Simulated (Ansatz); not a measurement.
# Sn: how settings move the results

An exercise on one series of results from a longer session: the logs are not shown, and one member is left open.

Method: DFT PBEsol, scalar-relativistic, plane waves, PAW, in Ansatz 0.2.0.

1 further run of the same task is left out (set aside as unsound or not needed). Runs told in other sessions of the task aren't counted.

## Starting point

It takes space group I4/mmm (No. 139, tetragonal). The conventional cell has a = 3.182 Å, b = 3.182 Å, c = 5.831 Å, α = 90.00°, β = 90.00°, γ = 90.00°. Sn (site symmetry 4/mmm) is surrounded by 4 Sn at 3.18 Å.

Structure file:

```xyz
1
Lattice="-1.5908 1.5908 2.9156 1.5908 -1.5908 2.9156 1.5908 1.5908 -2.9156" Properties=species:S:1:pos:R:3 pbc="T T T"
Sn    0.0000    0.0000    0.0000
```

Source of the structure: the Crystallography Open Database. It is taken as it stands there.

## The base run, which the others are set against

File input.yaml:

```yaml
crystal:
  lattice:
    - [-1.59075, 1.59075, 2.91565]
    - [1.59075, -1.59075, 2.91565]
    - [1.59075, 1.59075, -2.91565]
  atoms:
    - { symbol: Sn, position: [0.0, 0.0, 0.0] }
basis:
  ecutwfc: 420
kpoints:
  mp_grid: { grid: [18, 18, 18] }
hamiltonian:
  xc: pbesol
scf:
  occupations: { method: gaussian, width: 0.1 }
output:
  forces: true
  stress: true
  eigenvalues: true
  populations: true
```

Its results, from an earlier run: -5949.6791 eV/atom at zero smearing, pressure -4.11 GPa, largest force 0.000 eV/Å, no gap on the mesh, in 6 SCF cycles and 11 s.

The first run:

File input.yaml:

```yaml
crystal:
  lattice:
    - [-1.59075, 1.59075, 2.91565]
    - [1.59075, -1.59075, 2.91565]
    - [1.59075, 1.59075, -2.91565]
  atoms:
    - { symbol: Sn, position: [0.0, 0.0, 0.0] }
basis:
  ecutwfc: 420
kpoints:
  mp_grid: { grid: [1, 1, 1] }
hamiltonian:
  xc: pbesol
scf:
  occupations: { method: gaussian, width: 0.1 }
output:
  forces: true
  stress: true
  eigenvalues: true
```

Run with:

```bash
$ ansatz run input.yaml --threads 1 --pin off --max-ram 2560MiB --backend cpu --events-out ev --progress --plain --runs-dir out
```

Steps of the session up to this table: K-point mesh set to 1×1×1; K-point mesh: 4×4×4; K-point mesh: 6×6×6; K-point mesh: 8×8×8; K-point mesh: 10×10×10; K-point mesh: 12×12×12; K-point mesh: 14×14×14; K-point mesh set to 20×20×20; K-point mesh: 24×24×24; K-point mesh: 26×26×26.

One table of the session follows, with a row left open; its other results are not shown here.

It belongs to the step «The sweep of the k-point mesh side by side». 

| mesh | ΔE (meV/atom) | pressure (GPa) |
| --- | --- | --- |
| 1×1×1 | 8066 | 34.84 |
| 4×4×4 | 100 | -5.28 |
| 6×6×6 | 21.4 | -4.61 |
| 8×8×8 | 26.3 | -4.12 |
| 10×10×10 | -2.69 | -4.02 |
| 12×12×12 | -3.61 | -4.23 |
| 14×14×14 | ? | ? |
| 18×18×18 | 0.97 | -4.11 |
| 20×20×20 | -0.72 | -4.11 |
| 24×24×24 | -0.15 | -4.11 |
| 26×26×26 | 0.00 | -4.13 |

**Question.** Estimate the row for 14×14×14.

**Answer.** ΔE (meV/atom): 0.63; pressure (GPa): -4.15. In the column «ΔE (meV/atom)» it lies between 26×26×26 (0.00) and 18×18×18 (0.97).

To keep in mind: The error changes sign along the series, since a k mesh isn't variational, and a metal needs dense meshes to resolve its Fermi surface.
